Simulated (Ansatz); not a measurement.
BeS and its competing phases

Level of theory: DFT PBE, scalar-relativistic, plane waves, PAW (Ansatz). All cells share a 420 eV cutoff and Γ-centred k meshes spaced at most about 0.3 Å⁻¹ (2π included). No spin polarisation.

Formation energies are uncorrected and refer to the elements' standard structures at the same level.

All energies are static (0 K, no zero-point motion). The reference form of S is held partly by dispersion forces, which this level lacks.

The competitors are the elements and 1 reference phase of this chemical system (from databases or known types: BeS), relaxed at the same level; other known phases may be missing.

The candidate was reached from: 4-connected net, two elements alternating.

```cif
data_structure
_symmetry_space_group_name_H-M 'Pnma'
_symmetry_Int_Tables_number 62
_cell_length_a 6.2094
_cell_length_b 3.4953
_cell_length_c 5.9567
_cell_angle_alpha 90.000
_cell_angle_beta 90.000
_cell_angle_gamma 90.000
_cell_volume 129.28
loop_
_atom_site_label
_atom_site_type_symbol
_atom_site_symmetry_multiplicity
_atom_site_Wyckoff_symbol
_atom_site_fract_x
_atom_site_fract_y
_atom_site_fract_z
_atom_site_occupancy
Be1 Be 4 c 0.85294 0.75000 0.40981 1
S1 S 4 c 0.80019 0.25000 0.59797 1
```

Question: Where does it stand against these competitors?

Answer: Not the lowest form: another structure of the same formula lies lower. Its formation energy is -0.972 eV/atom. The lowest competing phase at this composition is this:

```tsv
phase	space group	source	share of atoms	ΔE_f (eV/atom)
BeS	F-43m (No. 216)	COD	1.0000	-1.070
```

The candidate lies 98 meV/atom above this phase (99 meV/atom from unrounded values). The candidate matches no cell in the subsets of the Crystallography Open Database and the Materials Project at hand. It is metastable at best. Checks: no imaginary mode on a 1×2×1 q mesh.
